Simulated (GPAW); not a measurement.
# AlNi (C2/m) in GPAW: reference runs

How does AlNi come out in PBE? The cell is run as given.

Everything below comes from runs of GPAW 26.7.0. Logs are shortened: lines on timing, memory, paths and dates and some standing lists are left out, and cuts for length are marked. The log counts tension as positive stress, the text compression.

## Step 1: The crystal as given

Symmetry: C2/m, No. 12, monoclinic system. Conventional cell: a = 4.601 Å, b = 2.789 Å, c = 4.111 Å, α = 90.00°, β = 109.27°, γ = 90.00°. Ni (site symmetry 2/m) has 6 Al at 2.48 to 2.53 Å and 6 Ni at 2.69 to 2.79 Å as nearest neighbours. Around Al (site symmetry 2/m) lie 6 Ni at 2.48 to 2.53 Å and 6 Al at 2.69 to 2.79 Å.

The cell comes from a database or a generator and needn't be the stable form of this composition.

## Step 2: Single point, PBE, collinear spin, ferromagnetic start

File run.py:

```python
from ase import Atoms
from ase.dft.bandgap import bandgap
from ase.io import write
from ase.units import GPa
from gpaw import GPAW, PW

atoms = Atoms(['Ni', 'Al'],
              cell=[[2.300681, -1.39468, 0.0],
                    [2.300681, 1.39468, 0.0],
                    [-1.356451, 0.0, 3.880838]],
              scaled_positions=[[0.5, 0.5, 0.5],
                                [0.0, 0.0, 0.0]],
              pbc=True)
atoms.set_initial_magnetic_moments([1.0, 0.0])

calc = GPAW(mode=PW(600),
            xc='PBE',
            kpts={'size': (11, 11, 7), 'gamma': True},
            occupations={'name': 'fermi-dirac', 'width': 0.05},
            nbands=20,
            convergence={'density': 1e-05, 'energy': 1e-05},
            maxiter=150,
            txt='gpaw.txt')
atoms.calc = calc
energy = atoms.get_potential_energy()
forces = atoms.get_forces()
stress = atoms.get_stress()
calc.write('gs.gpw')
write('result.traj', atoms)
print(f'Energy: {energy:.6f} eV')
print('Forces (eV/A):')
print(forces.round(4))
print('Stress (GPa):', (stress / GPa).round(3))
print('Moments:', calc.get_magnetic_moments().round(3))
print('Fermi level:', round(calc.get_fermi_level(), 4), 'eV')
print(f'Gap: {bandgap(calc)[0]:.4f} eV, direct: {bandgap(calc, direct=True)[0]:.4f} eV')
```

Potentials or basis: GPAW PAW data sets (gpaw-data 1.2.1), pw.

On the command line:

```
> OMP_NUM_THREADS=1 python run.py
```

gpaw.txt:

```text
__  _  _
 | _ |_)|_||  |
 |__||  | ||/\| - 26.7.0

Input parameters:
  mode=PW(ecut=600.0),
  convergence={'density': 1e-05, 'energy': 1e-05},
  kpts=MonkhorstPack(size=(11, 11, 7), gamma=True),
  maxiter=150,
  nbands=20,
  occupations=Occupations(name='fermi-dirac', width=0.05),
  xc=XC(name='PBE')

Diagonalizing LCAO Hamiltonian
Converting LCAO to pw mode

           Ni

       Al

Atoms  # Å, Bohr magnetons
|   | symbol |        x |        y |        z |    initial magnetic moments |
|---|--------|----------|----------|----------|-----------------------------|
| 0 |     Ni | 1.622456 | 0.000000 | 1.940419 | ( 0.0000,  0.0000,  1.0000) |
| 1 |     Al | 0.000000 | 0.000000 | 0.000000 | ( 0.0000,  0.0000,  0.0000) |

Unit cell  # Å
| periodic |         x |         y |        z |  lengths |     angles |
|----------|-----------|-----------|----------|----------|------------|
|      yes |  2.300681 | -1.394680 | 0.000000 | 2.690402 | 106.388906 |
|      yes |  2.300681 |  1.394680 | 0.000000 | 2.690402 | 106.388906 |
|      yes | -1.356451 |  0.000000 | 3.880838 | 4.111066 |  62.448749 |

Number of symmetries: 4
Symmetry operations  # r_c * U_cc + t_c -> r_c
|   | kind |            matrix            |
|---|------|------------------------------|
| 0 |  E   |  1, 0, 0,  0, 1, 0,  0, 0, 1 |
| 1 |  σ   |  0, 1, 0,  1, 0, 0,  0, 0, 1 |
| 2 |  C2  |  0,-1, 0, -1, 0, 0,  0, 0,-1 |
| 3 |  i   | -1, 0, 0,  0,-1, 0,  0, 0,-1 |

BZ-sampling:
  Number of BZ points: 847
  Number of IBZ points: 234

  Monkhorst-Pack size: [11, 11, 7]
  Monkhorst-Pack shift: [0, 0, 0]

K-points  # in reciprocal-cell coordinates
|     |                                coordinates |     weight |
|-----|--------------------------------------------|------------|
|   0 | (  0.00000000,   0.00000000,   0.00000000) | 0.00118064 |
|   1 | (  0.00000000,   0.00000000,   0.14285714) | 0.00236128 |
|   2 | (  0.00000000,   0.00000000,   0.28571429) | 0.00236128 |
|   3 | (  0.00000000,   0.00000000,   0.42857143) | 0.00236128 |
|   4 | (  0.09090909,  -0.09090909,   0.00000000) | 0.00236128 |
|   5 | (  0.09090909,  -0.09090909,   0.14285714) | 0.00472255 |
|   6 | (  0.09090909,  -0.09090909,   0.28571429) | 0.00472255 |
|   7 | (  0.09090909,  -0.09090909,   0.42857143) | 0.00472255 |
|   8 | (  0.09090909,   0.00000000,  -0.42857143) | 0.00472255 |
|   9 | (  0.09090909,   0.00000000,  -0.28571429) | 0.00472255 |
| ... |                                            |            |
| 233 | (  0.45454545,   0.45454545,   0.42857143) | 0.00236128 |

Plane wave coefficients: 848
Cutoff: 600.0 eV

Spin-components: 2 (collinear spins)
Bands:           20
Projectors:      11
Spin-degeneracy: 1
Datatype:        complex128

Parallelization:
  kpt:    1
  domain: 1
  band:   1

Density:
  Valence electrons: 19.0
  Components: 2
  Grid points: [16 16 24]
  Charge: 0.0  # |e|

Potential:
  Grid points: [16 16 24]

species:
  Ni:
    name:    Nickel
    Z:       28.0
    valence: 16
    core:    12
    charge:  0.0  # [|e|]
    compensation charges:
      type: gauss
      rc: 0.36  # [Å]
      lmax: 2
    cutoffs:
      filter: 2.14  # [Å]
      core: 1.98  # [Å]
    projectors
    | kind |    occ | energy [eV] | rcut [Å] |
    |------|--------|-------------|----------|
    |   4s |  2.000 |      -5.642 |    1.164 |
    |   3p |  6.000 |     -71.394 |    1.207 |
    |   4p |  0.000 |      -1.226 |    1.207 |
    |   3d |  8.000 |      -8.875 |    1.138 |
    |    s |        |      21.570 |    1.164 |
    |    d |        |      18.337 |    1.138 |

    Using partial waves for Ni as LCAO basis

  Al:
    name:    Aluminium
    Z:       13.0
    valence: 3
    core:    10
    charge:  0.0  # [|e|]
    compensation charges:
      type: gauss
      rc: 0.34  # [Å]
      lmax: 2
    cutoffs:
      filter: 1.91  # [Å]
      core: 2.36  # [Å]
    projectors
    | kind |    occ | energy [eV] | rcut [Å] |
    |------|--------|-------------|----------|
    |   3s |  2.000 |      -7.753 |    1.085 |
    |   3p |  1.000 |      -2.712 |    1.085 |
    |    s |        |      19.459 |    1.085 |
    |    p |        |      24.499 |    1.085 |
    |    d |        |       0.000 |    1.085 |

    Using partial waves for Al as LCAO basis

Reference energy: -47971.421712  # eV

eigensolver:
  PPCG
  Converge bands: occupied
  niter=2

density mixing:
  MSR1-Mixer
  Pratt-step length: 0.05
  Maximum mixing coefficient: 0.75
  Old densities: 10
  SVD Regularization: 0.005
  Good broyden scale: 1.0
  Trust region scale: 1.0
  Backstep threshold: 4.0
  History deletion threshold: 6.0
  Fourier metric: weight=20.0, sigma=0.015

occupation numbers:
  Fermi-Dirac:
    width: 0.0500  # eV

poisson solver:
  ecut: 4800.0  # eV

xc functional:
  name: PBE with 2 nearest neighbor stencil

convergence criteria:
- Maximum integral of absolute [dens]ity change: 1e-05 electrons / valence electron
- Maximum [total energy] change in last 3 cyles: 1e-05 eV / valence electron
- Maximum integral of absolute [eigenst]ate change: 4e-08 eV^2 / valence electron
maximum number of iterations: 150

SCF iterations
|iter     | |      energy | eigst |  dens |  magmom |
|---------|-|-------------|-------|-------|---------|
|iter:   1| |  -11.974440 | +0.29 |       |  +1.0023|
|iter:   2| |  -11.765908 | -2.32 | -1.01 |  +0.9609|
|iter:   3| |  -11.712519 | -2.69 | -1.10 |  +0.7362|
|iter:   4| |  -11.822216 | -2.72 | -1.33 |  +0.3880|
|iter:   5| |  -11.839495 | -2.90 | -1.54 |  +0.0791|
|iter:   6| |  -11.840815 | -4.31 | -2.01 |  -0.0037|
|iter:   7| |  -11.841858 | -4.36 | -2.28 |  -0.0051|
|iter:   8| |  -11.841916 | -5.51 | -2.78 |  -0.0070|
|iter:   9| |  -11.841933c| -6.46 | -3.23 |  -0.0014|
|iter:  10| |  -11.841933c| -7.72c| -4.01 |  -0.0007|
|iter:  11| |  -11.841934c| -7.88c| -4.35 |  -0.0000|
|iter:  12| |  -11.841934c| -8.86c| -5.40c|  -0.0000|

Converged in 12 steps
Energy contributions relative to reference atoms: (reference = -47971.421712)

Energy contributions:
  Kinetic:          12.847517
  Coulomb:          -8.208095
  Zero:              0.091902
  External:          0.000000
  Xc:              -16.569483
  Entropy:          -0.007549
  Spinorbit:         0.000000
  ----------------------------
  Free energy:     -11.845708
  Extrapolated:    -11.841934

dipole moment: (-5.549022, 0.000000, -6.636501)  # |e|*Ang

Total magnetic moment: (0.000000, 0.000000, -0.000002)

Local magnetic moments
|        x |        y |         z |
|----------|----------|-----------|
| 0.000000 | 0.000000 |  0.000001 |  # Ni   0
| 0.000000 | 0.000000 | -0.000003 |  # Al   1

Fermi level: 8.408
Eigenvalues  # (at kpt = [0.000, 0.000, 0.000])
| band index |      eig [eV] | occ [0-1] |      eig [eV] | occ [0-1] |
|------------|---------------|-----------|---------------|-----------|
|          0 |       -55.322 |     1.000 |       -55.322 |     1.000 |
|        ... |               |           |               |           |
|          2 |       -54.977 |     1.000 |       -54.977 |     1.000 |
|          3 |        -2.501 |     1.000 |        -2.501 |     1.000 |
|          4 |         4.760 |     1.000 |         4.760 |     1.000 |
|          5 |         6.550 |     1.000 |         6.550 |     1.000 |
|          6 |         6.644 |     1.000 |         6.644 |     1.000 |
|          7 |         6.855 |     1.000 |         6.855 |     1.000 |
[... 8 lines left out ...]
|         16 |        27.826 |     0.000 |        27.826 |     0.000 |
|         17 |        27.826 |     0.000 |        27.826 |     0.000 |
|        ... |               |           |               |           |
|         19 |        28.406 |     0.000 |        28.406 |     0.000 |

No gap
No difference between direct/indirect transitions

Forces  # eV/Ang
|       x |       y |       z |
|---------|---------|---------|
| 0.00000 | 0.00000 | 0.00000 |  # Ni   0
| 0.00000 | 0.00000 | 0.00000 |  # Al   1

Stress tensor  # eV/Ang^3
|         x |         y |         z |
|-----------|-----------|-----------|
| -0.020786 |  0.000000 |  0.005332 |
|  0.000000 | -0.007913 |  0.000000 |
|  0.005332 |  0.000000 | -0.019187 |

# Writing to gs.gpw (mode='')
```

Wall time 84 s (1 thread of INTEL XEON PLATINUM 8581C at 2.10GHz (Emerald Rapids), shared host); peak memory 0.31 GiB.

Results:

| Property | Result |
| --- | --- |
| Free energy | -11.8457 eV |
| Pressure | 2.6 GPa |
| Band gap on the k mesh | none (metal or under the smearing width) |
| Net moment | 0.00 μB per cell |

Stress tensor (GPa, compression positive):
```
 3.33  0.00 -0.85
 0.00  1.27  0.00
-0.85  0.00  3.07
```

Caveat: the stock nickel data set gives pressures a few GPa off other programs.
